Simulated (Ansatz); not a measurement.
# Tc in Ansatz: convergence with n extra bands

Crystal: Tc.

```xyz
1
Lattice="0.0000 1.9500 1.9500 1.9500 0.0000 1.9500 1.9500 1.9500 0.0000" Properties=species:S:1:pos:R:3 pbc="T T T"
Tc    0.0000    0.0000    0.0000
```

This isn't the form of Tc at room conditions, which is hcp.

- Program: Ansatz 0.2.0
- Task: convergence study
- Functional: PBE
- Potentials or basis: all-electron LAPW, scalar-relativistic
- Cutoff: 251 eV (chosen from the basis error)
- Basis error allowed: 0.001 eV/atom
- k mesh: 12 × 12 × 12
- Occupations: fermi-dirac, width 0.05 eV
- Spin: no spin polarisation

These are the settings of the first run; the series varies n extra bands, with any setting tied to it.

Hardware: 1 thread of Arm Neoverse V2 (shared host).

```
n extra bands  energy less the tightest run, at zero smearing (meV/atom)  SCF cycles  CPU time (s)  peak memory (GiB)
            1                                                       0.01           6           4.1               0.25
            2                                                       0.01           6           4.2               0.25
            4                                                       0.01           6           4.5               0.26
            8                                                       0.00           6           5.3               0.27
           16                                                       0.00           6           7.2               0.29
```

Against the tightest run, the energy stays within 1 meV/atom from 1 on. The tightest run that finished is the yardstick and may itself not be fully converged.
